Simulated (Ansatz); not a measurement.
# AlN: one input, then a changed one

The cell was built from the rocksalt type and relaxed in the same program, and has space group Fm-3m; it needn't be a known or the stable phase.

First run: DFT, PBE, PAW with Ansatz's default frozen-core files, scalar-relativistic (Ansatz 0.2.0).

Command: `ansatz run input.yaml --threads 1 --pin off --max-ram 2048MiB --backend cpu --events-out ev --progress --plain --runs-dir out` The run took about 1.6 s on 1 thread of a shared machine.

```yaml
crystal:
  lattice:
    - [0.0, 2.0352543366, 2.0352543366]
    - [2.0352543366, 0.0, 2.0352543366]
    - [2.0352543366, 2.0352543366, 0.0]
  atoms:
    - { symbol: Al, position: [0.0, 0.0, 0.0] }
    - { symbol: "N", position: [0.5, 0.5, 0.5] }
kpoints:
  mp_grid: { grid: [14, 14, 14] }
scf:
  occupations: { method: fermi_dirac, width: 0.03 }
hamiltonian:
  xc: pbe
  pseudopotentials: { kind: paw }
output:
  forces: true
  stress: true
  eigenvalues: true
  efg: { contact_densities: true }
basis:
  ecutwfc: 200
```

Result: converged; pressure 22.1 GPa; gap on the k mesh 4.19 eV; 6 SCF iterations.

The input is then changed:

```diff
@@ -11,4 +11,5 @@
 scf:
   occupations: { method: fermi_dirac, width: 0.03 }
+  eigensolver: { kind: davidson }
 hamiltonian:
   xc: pbe
@@ -21,3 +22,5 @@
 basis:
   ecutwfc: 200
+  precision: f64
+  ecutrho_ratio: 6
```

**Question.** What does the second run give?

**Answer.** It converged; energy at zero smearing 0.0 meV/atom from the first run; pressure 22.0 GPa; gap on the k mesh 4.19 eV; 6 SCF iterations.
